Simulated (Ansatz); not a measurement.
input.yaml (Ansatz)

```yaml
crystal:
  lattice:
    - [0.0, 3.5446204116, 3.5446204116]
    - [3.5446204116, 0.0, 3.5446204116]
    - [3.5446204116, 3.5446204116, 0.0]
  atoms:
    - { symbol: In, position: [0.125, 0.125, 0.125] }
    - { symbol: In, position: [0.875, 0.875, 0.875] }
hamiltonian:
  xc: revpbe
  pseudopotentials:
    kind: paw
    azcp:
      In: "pseudopotentials/In.paw.azcp"
basis:
  ecutwfc: 420
  fft_grid_basis: typed
kpoints:
  mp_grid: { grid: [9, 9, 9], shift: [0, 0, 0] }
magnetization:
  spin_polarized: false
scf:
  occupations: { method: fermi_dirac, width: 0.1 }
  lower_state_search: "off"
output:
  stress: true
```

Output

```
Engine: ansatz 0.2.0, aarch64-unknown-linux-gnu
Pseudopotentials: kind: paw
Pseudopotential: In, paw, valence charge 13, recommended cutoff 420 eV (normal) 
Functional definition: revPBE
  parameter kappa = 1.245
  parameter beta = 0.06672455060314922
  exchange = pbe_x(kappa = kappa, mu = beta*pi^2/3)
  correlation = pbe_c(beta = beta)
Crystal: 2 atoms, lattice volume = 89.072 Å³
Basis set: ecut = 420 eV, 1807 PW (Γ)
Bands: 17, of which v1, the nominal top of the filled ones, is band 13 counted from 1 (12 counted from 0)
Symmetry: 48 space group operations
Space group: Fd-3m (ITA 227), of the structure as read, at distance tolerance 4.5e-5 Å
k-points: 35 of 729
Non-local potential: In, projectors of the file, l = 0: 2, l = 1: 2, l = 2: 2, l = 3: 2
PAW form: soft (Blöchl's): semilocal exchange-correlation on the pseudo side does not see the compensation charge
PAW frozen core: In, regenerated for the run's functional, and the local potential with it (the file was generated under x = pbe(κ = 0.804, μ = 0.2195149727645171), c = pbe(β = 0.06672455060314922))
PAW one-centre angular grid: In, 590 points (default); XC on 64 Gauss nodes
Initial density: superposition of atomic densities (neutral atoms: chi_scale 0, normalization atom), corrected by the library's trained network
Initial wavefunctions: pseudopotential atomic-orbital guess
Functional: x = revpbe(κ = 1.245, μ = 0.2195149727645171), c = pbe(β = 0.06672455060314922)
SCF iter   1: F=—  HF=-11207.028036 eV  |F-HF|=—  |Δ(HF+E_count)|=         —  Δρ=1.82e-3  dr2=2.52e-3  ethr=1.77e-3  ⟨swp⟩=5.9  Hψ=3023  notcnv=0
SCF iter   2: F=—  HF=-11207.028861 eV  |F-HF|=—  |Δ(HF+E_count)|=   8.25e-4  Δρ=2.13e-3  dr2=3.04e-3  ethr=9.69e-6  ⟨swp⟩=2.0  Hψ=1428  notcnv=0
SCF iter   3: F=—  HF=-11207.027575 eV  |F-HF|=—  |Δ(HF+E_count)|=   1.29e-3  Δρ=2.59e-4  dr2=1.04e-4  ethr=9.69e-6  ⟨swp⟩=2.0  Hψ=1045  notcnv=0
SCF iter   4: F=—  HF=-11207.027675 eV  |F-HF|=—  |Δ(HF+E_count)|=   1.00e-4  Δρ=1.27e-4  dr2=1.26e-5  ethr=4.00e-7  ⟨swp⟩=3.0  Hψ=1114  notcnv=0
SCF iter   5: F=—  HF=-11207.027676 eV  |F-HF|=—  |Δ(HF+E_count)|=   8.63e-7  Δρ=1.54e-5  dr2=1.41e-7  ethr=4.85e-8  ⟨swp⟩=2.0  Hψ=1049  notcnv=0
SCF iter   6: F=-11207.027677 eV  HF=-11207.027677 eV  |F-HF|=1.95e-8  |Δ(HF+E_count)|=   9.06e-7  Δρ=3.88e-6  dr2=1.11e-8  ethr=3.85e-10  ⟨swp⟩=5.0  Hψ=2199  notcnv=0
SCF 1 converged in 6 iterations: F = -11207.027677 eV  dr2 = 1.11e-8
SCF converged after 6 iterations
Free energy (F): -11207.027677 eV
Harris-Foulkes:  -11207.027677 eV  (|F-HF|=1.95e-8)
Internal energy: -11206.957671 eV  (E = F + TS)
E sigma→0 (E₀):  -11206.992674 eV
Entropy (-TS):   -0.070005 eV (-35.003 meV/atom)
Fermi energy:    4.316061 eV
--- Per-component energies (eV) ---
  E_band       = -195.302167
  E_kinetic    = 479.352254
  E_local      = -3032.624276  (includes V_loc(G=0)·N_el)
  E_nonlocal   = 731.176338
  E_hartree    = 1210.107791
  E_xc         = -430.191510
  E_vxc        = -195.760950  (∫ρ·V_xc dr)
  E_paw        = -8315.736346  (= ΣΔE_a)
  E_vpaw       = -597.667256  (= ΣTr[D̂ρ^β])
  E_aug_tail   = 0.000051  (compensation charges beyond the density's cutoff)
  E_ewald      = -1849.138617
  E_core_change = 0.096644  (= ΣΔE_core)
  E_smearing   = -0.070005  (= −TS)
  E_closure    = 0.000000  (closes the sum)
  Σ components = -11207.027677   (vs F -11207.027677, Δ=0.00e0)
--- Stress (GPa, compression-positive) ---
       -1.376322      -0.000000      -0.000000
       -0.000000      -1.376322      -0.000000
       -0.000000      -0.000000      -1.376322
  P = ⅓ Tr σ = -1.3763 GPa (-13.763 kbar)
```
